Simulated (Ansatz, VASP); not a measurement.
## AlNi in VASP and in Ansatz

Contents of INCAR:

```
SYSTEM = AlNi
PREC = Accurate
ENCUT = 600
EDIFF = 1E-6
ISMEAR = 0
SIGMA = 0.1
LREAL = .False.
LASPH = .True.
NELM = 100
ALGO = Fast
ISIF = 3
LWAVE = .False.
LCHARG = .False.
GGA = PE
IBRION = 2
NSW = 100
EDIFFG = -0.005
```

Contents of KPOINTS:

```
regular mesh
0
Gamma
  16 16 14
  0 0 0
```

File POSCAR:

```
AlNi
1.0
    1.9386940000     -1.9531901500      0.0000000000
    1.9386940000      1.9531901500      0.0000000000
    0.0000000000      0.0000000000      3.0994300413
Al Ni
1 1
Direct
    0.0000000000      0.0000000000      0.0000000000
    0.5000000000      0.5000000000      0.5000000000
```

Input for Ansatz:

```yaml
crystal:
  lattice:
    - [1.938694, -1.95319015, 0.0]
    - [1.938694, 1.95319015, 0.0]
    - [0.0, 0.0, 3.0994300413]
  atoms:
    - { symbol: Al, position: [0.0, 0.0, 0.0] }
    - { symbol: Ni, position: [0.5, 0.5, 0.5] }
basis:
  ecutwfc: 420
kpoints:
  mp_grid: { grid: [16, 16, 14] }
hamiltonian:
  xc: pbe
scf:
  occupations: { method: gaussian, width: 0.1 }
output:
  forces: true
  stress: true
  eigenvalues: true
  write_density: true
  write_potential: true
  elf: true
  volumetric_format: npy
relax:
  adjacent_minimum: "off"
  f_tol: 0.005
  max_steps: 80
  cell: { stress_tol: 0.05 }
```

The cell comes from a database or a generator and needn't be the stable form of this composition.

Alike in both runs: task relaxation of cell and atoms; functional PBE; k mesh 16 × 16 × 14; occupations gaussian, width 0.1 eV; no spin polarisation.

|  | VASP | Ansatz |
| --- | --- | --- |
| version | VASP 6.6.1 | Ansatz 0.2.0 |
| potentials or method | VASP PAW PBE potentials, release 64 (Al, Ni) | scalar-relativistic, plane waves, PAW |
| plane-wave cutoff (eV) | 600 | 420 |
| valence electrons in the cell | 13 | 21 |

Ansatz gave:

| Item | Value |
| --- | --- |
| gap on the k mesh at the Fermi level, each at its own relaxed structure (eV) | none |
| relaxed volume (Å³/atom) | 12.11 |
| relaxed cell length with the largest relative difference (Å) | 2.901 |
| energy change over the relaxation (meV/atom) | -28 |

**Question.** What did VASP give for the same quantities?

**Answer.** gap on the k mesh at the Fermi level, each at its own relaxed structure (eV): none; relaxed volume (Å³/atom): 12.11; relaxed cell length with the largest relative difference (Å): 2.899; energy change over the relaxation (meV/atom): -28.

A gap of «none» marks a metal or a gap that the smearing closes. The two sets of potentials don't hold the same shells in valence.

Spin polarisation is off, so any magnetic state and its effect on volume and gap are missing.
